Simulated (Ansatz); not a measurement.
RuS2, one cell by several methods

```
Ru S
1.0
     3.44279    0.00000    0.00000
    -1.72139    2.98154    0.00000
     0.00000    0.00000    5.11340
Ru S
1 2
Direct
  0.00000 0.00000 0.00000
  0.33333 0.66667 0.25361
  0.66667 0.33333 0.74639
```

Atoms are numbered in the order listed.

The structure comes from a relaxation in the same program, started in the CdI2 type, and has space group P-3m1. Whether it is a known phase or the ground state wasn't checked.

Methods: DFT, PBEsol, PAW with Ansatz's default frozen-core files, scalar-relativistic (Ansatz 0.2.0); DFT, PBEsol, all-electron LAPW, scalar-relativistic (Ansatz 0.2.0).

For PAW: a Γ-centred 12×12×7 k mesh, Fermi–Dirac smearing of 0.05 eV, cutoff 420 eV, no spin polarisation; the PAW files were made with PBE, and the program remakes their frozen cores for this functional. LAPW targets a basis error of 1 meV/atom. The Ansatz runs share mesh, smearing and spin set-up. Plane-wave (PAW) pressures include the program's estimate of the Pulay term.

Stress and pressure are positive in compression.

Levels count from the Fermi level.

PAW results:

| quantity | PAW |
| --- | --- |
| pressure (GPa) | -5.38 |
| stress xx (GPa) | -5.49 |
| stress zz (GPa) | -5.18 |
| force on S2, z (eV/Å) | -0.235 |
| highest filled level at K (eV) | -1.139 |
| lowest empty level at K (eV) | 0.323 |
| highest filled level at A (eV) | -0.711 |
| lowest empty level at A (eV) | 0.506 |
| highest filled level at L (eV) | -0.215 |
| lowest empty level at L (eV) | 2.597 |

(1) What does LAPW (all electrons) give for the same quantities?

## Answers

(1) 
```csv
quantity,LAPW
pressure (GPa),-5.37
stress xx (GPa),-5.47
stress zz (GPa),-5.15
"force on S2, z (eV/Å)",-0.234
highest filled level at K (eV),-1.138
lowest empty level at K (eV),0.324
highest filled level at A (eV),-0.712
lowest empty level at A (eV),0.503
highest filled level at L (eV),-0.214
lowest empty level at L (eV),2.597
```
